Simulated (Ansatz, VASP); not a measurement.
**Two plane-wave programs on Cr**

File INCAR:

```
SYSTEM = Cr
ALGO = Normal ; EDIFF = 1E-6
ENCUT = 520 ; GGA = RP
ISIF = 2 ; ISMEAR = -1
LASPH = .TRUE. ; LCHARG = .FALSE.
LREAL = .FALSE. ; LWAVE = .FALSE.
NBANDS = 25 ; NELM = 60
PREC = Accurate ; SIGMA = 0.1
```

KPOINTS

```
k-points
0
G
  10 10 15
  0 0 0
```

File POSCAR:

```
Cr
1.0
    4.4261728108      0.0000000000      0.0000000000
   -2.2130864054      3.8331780957      0.0000000000
    0.0000000000      0.0000000000      2.3982826384
Cr
3
Direct
    1.0000000000      0.0000000000      0.0000000000
    0.3333333333      0.6666666667      0.5000000000
    0.6666666667      0.3333333333      0.5000000000
```

Input for Ansatz:

```yaml
crystal:
  lattice:
    - [4.4261728108, 0.0, 0.0]
    - [-2.2130864054, 3.8331780957, 0.0]
    - [0.0, 0.0, 2.3982826384]
  atoms:
    - { symbol: Cr, position: [1.0, 0.0, 0.0] }
    - { symbol: Cr, position: [0.3333333333, 0.6666666667, 0.5] }
    - { symbol: Cr, position: [0.6666666667, 0.3333333333, 0.5] }
hamiltonian:
  xc: rpbe
  pseudopotentials:
    kind: paw
    azcp:
      Cr: "pseudopotentials/Cr.paw.azcp"
basis:
  ecutwfc: 420
  fft_grid_basis: typed
kpoints:
  mp_grid: { grid: [10, 10, 15], shift: [0, 0, 0] }
magnetization:
  spin_polarized: false
scf:
  occupations: { method: fermi_dirac, width: 0.1 }
  lower_state_search: "off"
output:
  stress: true
```

Alike in both runs: task single point; functional RPBE; k mesh 10 × 10 × 15; occupations fermi-dirac, width 0.1 eV; no spin polarisation.

|  | VASP | Ansatz |
| --- | --- | --- |
| version | VASP 6.6.1 | Ansatz 0.2.0 |
| potentials or method | VASP PAW PBE potentials, release 64 (Cr_pv) | plane waves (420 eV) with PAW, scalar-relativistic |
| plane-wave cutoff (eV) | 520 | 420 |
| valence electrons in the cell | 36 | 42 |

|  | VASP | Ansatz | Ansatz less VASP |
| --- | --- | --- | --- |
| pressure (GPa) | -19.8 | -19.6 | +0.14 |
| largest component of the traceless stress (GPa) | 0.72 | 0.59 | -0.134 |

The two sets of potentials don't hold the same shells in valence.

Caveats: so large a pressure means that the cell lies far from this level's equilibrium, or that cutoff or potentials fall short (VASP); the potentials were made for another functional, which shifts forces and pressure (VASP); the run has no spin polarisation, though such a crystal can be magnetic. Spin polarisation is off, so any magnetic state and its effect on volume and gap are missing.
